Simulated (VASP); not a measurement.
A run of VASP 6.6.1 is set up as follows.

File run.py:

```python
from ase.calculators.vasp import Vasp
from ase.dft.bandgap import bandgap
from ase.io import read

atoms = read('LiF.cif', primitive_cell=True, subtrans_included=False)
calc = Vasp(
    directory='calc',
    xc='pbesol',
    pp='PBE',
    setups='recommended',
    pp_version='54',
    prec='Accurate',
    encut=520,
    ediff=1e-06,
    ismear=0,
    sigma=0.02,
    lreal=False,
    lasph=True,
    nelm=60,
    algo='Normal',
    isif=2,
    lwave=False,
    lcharg=False,
    kpts=[11, 11, 11],
    gamma=True,
)
atoms.calc = calc

print('energy (eV):', atoms.get_potential_energy())
print('free energy (eV):', atoms.get_potential_energy(force_consistent=True))
print('forces (eV/A):')
print(atoms.get_forces())
print('stress (eV/A^3, Voigt):', atoms.get_stress())
print('Fermi level (eV):', calc.get_fermi_level())
gap, top, bottom = bandgap(calc)
print('band gap (eV):', gap, 'from (spin, k, band)', top, 'to', bottom)
```

Contents of LiF.cif:

```cif
data_LiF
_cell_length_a 4.02800000
_cell_length_b 4.02800000
_cell_length_c 4.02800000
_cell_angle_alpha 90.00000000
_cell_angle_beta 90.00000000
_cell_angle_gamma 90.00000000
_space_group_name_H-M_alt 'Fm-3m'
_space_group_name_Hall '-F 4 2 3'
_space_group_IT_number 225
loop_
_space_group_symop_operation_xyz
'x,y,z'
'-x,-y,-z'
'-y,x,z'
'y,-x,-z'
'-x,-y,z'
'x,y,-z'
'y,-x,z'
'-y,x,-z'
'x,-y,-z'
'-x,y,z'
'-y,-x,-z'
'y,x,z'
'-x,y,-z'
'x,-y,z'
'y,x,-z'
'-y,-x,z'
'z,x,y'
'-z,-x,-y'
'z,-y,x'
'-z,y,-x'
'z,-x,-y'
'-z,x,y'
'z,y,-x'
'-z,-y,x'
'-z,x,-y'
'z,-x,y'
'-z,-y,-x'
'z,y,x'
'-z,-x,y'
'z,x,-y'
'-z,y,x'
'z,-y,-x'
'y,z,x'
'-y,-z,-x'
'x,z,-y'
'-x,-z,y'
'-y,z,-x'
'y,-z,x'
'-x,z,y'
'x,-z,-y'
'-y,-z,x'
'y,z,-x'
'-x,-z,-y'
'x,z,y'
'y,-z,-x'
'-y,z,x'
'x,-z,y'
'-x,z,-y'
'x,y+1/2,z+1/2'
'-x,-y+1/2,-z+1/2'
'-y,x+1/2,z+1/2'
'y,-x+1/2,-z+1/2'
'-x,-y+1/2,z+1/2'
'x,y+1/2,-z+1/2'
'y,-x+1/2,z+1/2'
'-y,x+1/2,-z+1/2'
'x,-y+1/2,-z+1/2'
'-x,y+1/2,z+1/2'
'-y,-x+1/2,-z+1/2'
'y,x+1/2,z+1/2'
'-x,y+1/2,-z+1/2'
[... 41 lines left out ...]
'y+1/2,-x,z+1/2'
'-y+1/2,x,-z+1/2'
'x+1/2,-y,-z+1/2'
'-x+1/2,y,z+1/2'
'-y+1/2,-x,-z+1/2'
'y+1/2,x,z+1/2'
'-x+1/2,y,-z+1/2'
'x+1/2,-y,z+1/2'
'y+1/2,x,-z+1/2'
'-y+1/2,-x,z+1/2'
'z+1/2,x,y+1/2'
'-z+1/2,-x,-y+1/2'
'z+1/2,-y,x+1/2'
'-z+1/2,y,-x+1/2'
'z+1/2,-x,-y+1/2'
'-z+1/2,x,y+1/2'
'z+1/2,y,-x+1/2'
'-z+1/2,-y,x+1/2'
'-z+1/2,x,-y+1/2'
'z+1/2,-x,y+1/2'
'-z+1/2,-y,-x+1/2'
'z+1/2,y,x+1/2'
'-z+1/2,-x,y+1/2'
'z+1/2,x,-y+1/2'
'-z+1/2,y,x+1/2'
'z+1/2,-y,-x+1/2'
'y+1/2,z,x+1/2'
'-y+1/2,-z,-x+1/2'
'x+1/2,z,-y+1/2'
'-x+1/2,-z,y+1/2'
'-y+1/2,z,-x+1/2'
'y+1/2,-z,x+1/2'
'-x+1/2,z,y+1/2'
'x+1/2,-z,-y+1/2'
'-y+1/2,-z,x+1/2'
'y+1/2,z,-x+1/2'
'-x+1/2,-z,-y+1/2'
'x+1/2,z,y+1/2'
'y+1/2,-z,-x+1/2'
'-y+1/2,z,x+1/2'
'x+1/2,-z,y+1/2'
'-x+1/2,z,-y+1/2'
'x+1/2,y+1/2,z'
'-x+1/2,-y+1/2,-z'
'-y+1/2,x+1/2,z'
'y+1/2,-x+1/2,-z'
'-x+1/2,-y+1/2,z'
'x+1/2,y+1/2,-z'
'y+1/2,-x+1/2,z'
'-y+1/2,x+1/2,-z'
'x+1/2,-y+1/2,-z'
'-x+1/2,y+1/2,z'
'-y+1/2,-x+1/2,-z'
'y+1/2,x+1/2,z'
'-x+1/2,y+1/2,-z'
'x+1/2,-y+1/2,z'
'y+1/2,x+1/2,-z'
'-y+1/2,-x+1/2,z'
'z+1/2,x+1/2,y'
'-z+1/2,-x+1/2,-y'
'z+1/2,-y+1/2,x'
'-z+1/2,y+1/2,-x'
'z+1/2,-x+1/2,-y'
'-z+1/2,x+1/2,y'
'z+1/2,y+1/2,-x'
'-z+1/2,-y+1/2,x'
'-z+1/2,x+1/2,-y'
'z+1/2,-x+1/2,y'
'-z+1/2,-y+1/2,-x'
'z+1/2,y+1/2,x'
'-z+1/2,-x+1/2,y'
'z+1/2,x+1/2,-y'
'-z+1/2,y+1/2,x'
'z+1/2,-y+1/2,-x'
'y+1/2,z+1/2,x'
'-y+1/2,-z+1/2,-x'
'x+1/2,z+1/2,-y'
'-x+1/2,-z+1/2,y'
'-y+1/2,z+1/2,-x'
'y+1/2,-z+1/2,x'
'-x+1/2,z+1/2,y'
'x+1/2,-z+1/2,-y'
'-y+1/2,-z+1/2,x'
'y+1/2,z+1/2,-x'
'-x+1/2,-z+1/2,-y'
'x+1/2,z+1/2,y'
'y+1/2,-z+1/2,-x'
'-y+1/2,z+1/2,x'
'x+1/2,-z+1/2,y'
'-x+1/2,z+1/2,-y'
loop_
_atom_site_label
_atom_site_type_symbol
_atom_site_symmetry_multiplicity
_atom_site_Wyckoff_symbol
_atom_site_fract_x
_atom_site_fract_y
_atom_site_fract_z
_atom_site_occupancy
F1 F 4 b 0.5000000000 0.0000000000 0.0000000000 1
Li1 Li 4 a 0.0000000000 0.0000000000 0.0000000000 1
```

Potentials or basis: VASP PAW PBE potentials, release 54 (F, Li_sv).

Command:

```sh
$ python run.py
```

Estimate the band gap on the k mesh.

8.92 eV, direct.

Caveat: the PAW data sets were made with another functional, which shifts forces and pressure a little; an odd mesh through Γ misses points on the zone boundary, where band edges often lie.
